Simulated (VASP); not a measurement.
# Ge in VASP: reference runs

How does Ge come out in PBE? The cell is run as given.

Program: VASP 6.6.1. These are calculated values, not measurements. Logs are shortened: lines on timing, memory, paths and dates and some standing lists are left out, and cuts for length are marked.

### Step 1. The cell of the first run

The cell holds a slab with vacuum, 8 atoms: a = 3.998 Å, b = 3.998 Å, c = 25.729 Å, α = 90.00°, β = 90.00°, γ = 120.00°.

The slab is cut from a database's or a generator's crystal, which needn't be the stable form of the element.

### Step 2. Single point, PBE (the (0 0 1) slab of Ge, cut from the database cell, not relaxed)

INCAR

```
SYSTEM = Ge
PREC = Accurate
ENCUT = 520
EDIFF = 1E-7
ISMEAR = -1
SIGMA = 0.05
LREAL = .False.
LASPH = .True.
NELM = 60
ALGO = Normal
ISIF = 2
LWAVE = .False.
LCHARG = .False.
LDIPOL = .True.
IDIPOL = 3
DIPOL = 0.5 0.5 0.500
GGA = PE
NBANDS = 66
```

KPOINTS

```
Automatic mesh
0
Gamma
  8 8 1
  0 0 0
```

POSCAR

```
Ge
1.0
    3.9975858431      0.0000000000      0.0000000000
   -1.9987929215      3.4620108940      0.0000000000
    0.0000000000      0.0000000000     25.7292851696
Ge
8
Direct
    0.3333333300      0.6666666600      0.2914966331
    0.6666666700      0.3333333400      0.3237640762
    0.6666666700      0.3333333400      0.4197430634
    0.3333333300      0.6666666600      0.4520105064
    0.3333333300      0.6666666600      0.5479894936
    0.6666666700      0.3333333400      0.5802569366
    0.6666666700      0.3333333400      0.6762359238
    0.3333333300      0.6666666600      0.7085033669
```

Potentials or basis: VASP PAW PBE potentials, release 64 (Ge_d).

On the command line:

```bash
cat potpaw_PBE.64/Ge_d/POTCAR > POTCAR
mpirun -np 1 vasp_std > vasp.out
```

OUTCAR:

```text
SYSTEM = Ge
   PREC = Accurate
   ENCUT = 520
   EDIFF = 1E-7
   ISMEAR = -1
   LREAL = .False.
   LASPH = .True.
   NELM = 60
   ISIF = 2
   GGA = PE

 ion  position               nearest neighbor table
   1  0.333  0.667  0.291-   2 2.45   2 2.45   2 2.45
   2  0.667  0.333  0.324-   1 2.45   1 2.45   1 2.45   3 2.47
   3  0.667  0.333  0.420-   4 2.45   4 2.45   4 2.45   2 2.47
   4  0.333  0.667  0.452-   3 2.45   3 2.45   3 2.45   5 2.47
   5  0.333  0.667  0.548-   6 2.45   6 2.45   6 2.45   4 2.47
   6  0.667  0.333  0.580-   5 2.45   5 2.45   5 2.45   7 2.47
   7  0.667  0.333  0.676-   8 2.45   8 2.45   8 2.45   6 2.47
   8  0.333  0.667  0.709-   7 2.45   7 2.45   7 2.45

  LATTYP: Found a hexagonal cell.
 ALAT       =     3.9975858431
 C/A-ratio  =     6.4362057951

  Lattice vectors:

 A1 = (   3.9975858431,   0.0000000000,   0.0000000000)
 A2 = (  -1.9987929215,   3.4620108940,   0.0000000000)
 A3 = (   0.0000000000,   0.0000000000,  25.7292851696)

Analysis of symmetry for initial positions (statically):
=====================================================================
 Subroutine PRICEL returns:
 Original cell was already a primitive cell.

 Routine SETGRP: Setting up the symmetry group for a
 hexagonal supercell.

 Subroutine GETGRP returns: Found 12 space group operations
 (whereof 12 operations were pure point group operations)
 out of a pool of 24 trial point group operations.

The static configuration has the point symmetry D_3h.

Analysis of symmetry for dynamics (positions and initial velocities):
=====================================================================
 Subroutine PRICEL returns:
 Original cell was already a primitive cell.

 Routine SETGRP: Setting up the symmetry group for a
 hexagonal supercell.

 Subroutine GETGRP returns: Found 12 space group operations
 (whereof 12 operations were pure point group operations)
 out of a pool of 24 trial point group operations.

The dynamic configuration has the point symmetry D_3h.

 Subroutine INISYM returns: Found 12 space group operations
 (whereof 12 operations are pure point group operations),
 and found     1 'primitive' translations

----------------------------------------------------------------------------------------

                                     Primitive cell

  volume of cell :     356.0852

  direct lattice vectors                    reciprocal lattice vectors
     3.997585843  0.000000000  0.000000000     0.250150976  0.144424733  0.000000000
    -1.998792921  3.462010894  0.000000000     0.000000000  0.288849467  0.000000000
[... 99 lines left out ...]
   IALGO  =     38    algorithm
   IMIX   =      4    mixing-type and parameters
     AMIX     =   0.40;   BMIX     =  1.00
     AMIX_MAG =   1.60;   BMIX_MAG =  1.00
  volume/ion in A,a.u.               =      44.51       300.37
  Fermi-wavevector in a.u.,A,eV,Ry     =   1.113344  2.103916 16.864907  1.239536
  Thomas-Fermi vector in A             =   2.249928
   LORBIT       =      0    0 simple, 1 ext, 2 COOP (PROOUT), +10 PAW based schemes
   GGA     = PE    functional components
   LHFCALC =     F    Hartree Fock is set to
   AEXX    =    0.0000 exact exchange contribution
   IVDW    =     0    specifies the selected vdW correction
   LEPSILON=     F    determine dielectric tensor
   LRPA    =     F    only Hartree local field effects (RPA)
 non-spin polarized calculation
  energy-cutoff  :      520.00
  volume of cell :      356.09
 maximum number of plane-waves:      9677
 NGX is ok and might be reduce to    30
   NGX = 15   NGY = 15   NGZ = 95

 dipolmoment           0.000000      0.000000      0.000000 electrons x Angstroem

 number of electron     112.0000097 magnetization

 dipolmoment           0.000000      0.000000     -0.000000 electrons x Angstroem

 Free energy of the ion-electron system (eV)
  ---------------------------------------------------
  ext. energy  EPLUGINS =         0.00000000
  ---------------------------------------------------
  free energy    TOTEN  =       -33.97379515 eV

  energy without entropy =      -33.91916856  energy(sigma->0) =      -33.94648185

 E-fermi :   0.0376     XC(G=0):  -5.6270

 val. band max:        0.0091128593   @ k =   0.2500   0.0000   0.0000
 cond. band min:       0.0490060893   @ k =   0.3750   0.0000   0.0000
 fundamental gap:      0.0398932300
 Fermi energy:         0.0376200683

 k-point     1 :       0.0000    0.0000    0.0000
  band No.  band energies     occupation
      1     -24.6193      2.00000
      2     -24.6193      2.00000
      3     -24.6030      2.00000
      4     -24.6030      2.00000
      5     -24.5745      2.00000
      6     -24.5524      2.00000
[... 679 lines left out ...]
     65       5.3803      0.00000
     66       5.5928      0.00000

------------------------ aborting loop because EDIFF is reached ----------------------------------------

 vacuum level on the upper side and lower side of the slab       (xc-potential included)        -0.091        -0.091

  FORCE on cell =-STRESS in cart. coord.  units (eV):
  Direction    XX          YY          ZZ          XY          YZ          ZX
  --------------------------------------------------------------------------------------
  -------------------------------------------------------------------------------------
  Total        3.4730545      3.4730545      3.3508597      0.0000000      0.0000000     -0.0000000
  in kB       15.6267346     15.6267346     15.0769286      0.0000000      0.0000000     -0.0000000
  external PRESSURE =      15.4434659 kB  Pullay stress =       0.0000000 kB

 VOLUME and BASIS-vectors are now :
 -----------------------------------------------------------------------------
  energy-cutoff  :      520.00
  volume of cell :      356.09
      direct lattice vectors                 reciprocal lattice vectors
     3.997585843  0.000000000  0.000000000     0.250150976  0.144424733  0.000000000
    -1.998792921  3.462010894  0.000000000     0.000000000  0.288849467  0.000000000
     0.000000000  0.000000000 25.729285170     0.000000000  0.000000000  0.038866218

 POSITION                                       TOTAL-FORCE (eV/Angst)
 -----------------------------------------------------------------------------------
      0.00000      2.30801      7.50000        -0.000000      0.000000     -0.174021
      1.99879      1.15400      8.33022         0.000000     -0.000000     -0.252173
      1.99879      1.15400     10.79969        -0.000000     -0.000000      0.071364
      0.00000      2.30801     11.62991         0.000000     -0.000000      0.188673
      0.00000      2.30801     14.09938         0.000000      0.000000     -0.188673
      1.99879      1.15400     14.92960        -0.000000     -0.000000     -0.071364
      1.99879      1.15400     17.39907         0.000000     -0.000000      0.252173
      0.00000      2.30801     18.22929         0.000000     -0.000000      0.174021
 -----------------------------------------------------------------------------------
    total drift:                                0.000000     -0.000001      0.000000

  FREE ENERGIE OF THE ION-ELECTRON SYSTEM (eV)
  ---------------------------------------------------
  free  energy   TOTEN  =       -33.9737951486 eV

  energy  without entropy=      -33.9191685610  energy(sigma->0) =      -33.94648185

 vacuum level on the upper side and lower side of the slab         4.640         4.640
```

OSZICAR:

```text
N       E                     dE             d eps       ncg     rms          rms(c)
DAV:   1     0.133182196532E+04    0.13318E+04   -0.56823E+04  1658   0.363E+03
DAV:   2     0.221844415778E+03   -0.11100E+04   -0.10736E+04  1392   0.999E+02
DAV:   3    -0.123285653302E+02   -0.23417E+03   -0.22729E+03  1644   0.248E+02
[... 15 lines left out ...]
DAV:  19    -0.339737600565E+02   -0.68483E-04   -0.47402E-06  1218   0.206E-02    0.797E-04
DAV:  20    -0.339737828205E+02   -0.22764E-04   -0.14269E-06  1008   0.614E-03    0.425E-04
DAV:  21    -0.339737928025E+02   -0.99820E-05   -0.85815E-07   976   0.683E-03    0.202E-04
DAV:  22    -0.339737947508E+02   -0.19483E-05   -0.13329E-07  1026   0.285E-03    0.974E-05
DAV:  23    -0.339737950721E+02   -0.32135E-06   -0.21164E-08   904   0.129E-03    0.450E-05
DAV:  24    -0.339737951486E+02   -0.76416E-07   -0.75028E-09   850   0.992E-04
   1 F= -.33973795E+02 E0= -.33946482E+02  d E =-.546266E-01
```

stdout:

```text
POSCAR found type information on POSCAR Ge
 POSCAR found :  1 types and       8 ions
 scaLAPACK will be used
 LDA part: xc-table for (Slater+PW92), standard interpolation
 POSCAR, INCAR and KPOINTS ok, starting setup
 FFT: planning ... GRIDC
 FFT: planning ... GRID_SOFT
 FFT: planning ... GRID
 WAVECAR not read
 entering main loop
```

Wall time 3.8 min (1 thread of Intel Xeon 6975P-C (Granite Rapids), shared host); peak memory 0.48 GiB.

What came out:

```yaml
Free_energy: -33.9738 eV
Largest_force: 0.252 eV/Å
Band_gap_on_the_k_mesh: none (metal or under the smearing width)
```

Forces on the atoms (eV/Å):
```
Ge   0.000  0.000 -0.174
Ge   0.000  0.000 -0.252
Ge   0.000  0.000  0.071
Ge   0.000  0.000  0.189
Ge   0.000  0.000 -0.189
Ge   0.000  0.000 -0.071
Ge   0.000  0.000  0.252
Ge   0.000  0.000  0.174
```
